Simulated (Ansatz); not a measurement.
# WC (P-6m2): response to moved atoms and strain

Aim: move atoms of WC (P-6m2) or strain its cell, and read the forces, the stress and the rise in energy.

Computed with Ansatz 0.2.0 (DFT PBE with spin–orbit coupling, plane waves, PAW, unless a step's input says otherwise).

2 further runs of the same task are left out: 1 that didn't finish, 1 set aside as unsound or not needed. Runs told in other sessions of the task aren't counted.

## (1) Starting point

It takes space group P-6m2 (No. 187, hexagonal). The conventional cell has a = 2.921 Å, b = 2.921 Å, c = 2.847 Å, α = 90.00°, β = 90.00°, γ = 120.00°. W (site symmetry -6m2) is surrounded by 6 C at 2.21 Å. C (site symmetry -6m2) has 6 W at 2.21 Å in its first shell of neighbours.

As a file:

```xyz
2
Lattice="2.9210 0.0000 0.0000 -1.4605 2.5296 0.0000 0.0000 0.0000 2.8466" Properties=species:S:1:pos:R:3 pbc="T T T"
W     0.0000    0.0000    0.0000
C     1.4605    0.8432    1.4233
```

This cell comes from an earlier session at PBE with spin–orbit coupling: 10.517 Å³/atom at 0.00 GPa, on a 14×14×12 mesh.

The changes: atom 1 (W) moved 0.05 Å along y; strain e1 = +0.03, atoms carried along.

## (2) Atom 1 (W) moved 0.05 Å along y

Contents of input.yaml:

```yaml
crystal:
  lattice:
    - [2.920953962, 0.0, 0.0]
    - [-1.460476981, 2.5296203344, 0.0]
    - [0.0, 0.0, 2.8466159029]
  atoms:
    - { symbol: W, position: [0.009882906, 0.019765812, 0.0] }
    - { symbol: C, position: [0.6666666667, 0.3333333333, 0.5] }
basis:
  ecutwfc: 420
  ecutrho_ratio: 4
kpoints:
  mp_grid: { grid: [14, 14, 12] }
hamiltonian:
  xc: pbe
scf:
  occupations: { method: gaussian, width: 0.05 }
output:
  forces: true
  stress: true
  eigenvalues: true
  populations: true
  write_density: true
  write_potential: true
  elf: true
  volumetric_format: npy
magnetization:
  noncollinear: true
  spin_orbit: true
```

Command:

```sh
ansatz run input.yaml --threads 4 --pin off --max-ram 7168MiB --backend cpu --events-out ev --progress --plain --runs-dir out
```

After this run come: Strain e1 = +0.03, atoms carried along.

Before running it: what results should come out? Wanted: for each run, change; change of free energy; largest force; largest change of stress.

As calculated:

| change | change of free energy (meV/atom) | largest force (eV/Å) | largest change of stress (GPa) |
| --- | --- | --- | --- |
| atom 1 (W) moved 0.05 Å along y | 9.14 | 0.728 | 2.01 |
| strain e1 = +0.03, atoms carried along | 19.42 | 0.119 | 19.01 |

Moving atom 1 by 0.05 Å meets a restoring force of 0.728 eV/Å along the move, a force constant of about 14.6 eV/Å². The strain e1 = +0.03 changes that stress component by -19.01 GPa (compression positive), a ratio of 634 GPa; that is a secant over a finite strain with the atoms carried along, not the elastic constant. No change lowers the energy by more than 0.5 meV/atom; other distortions weren't tried.
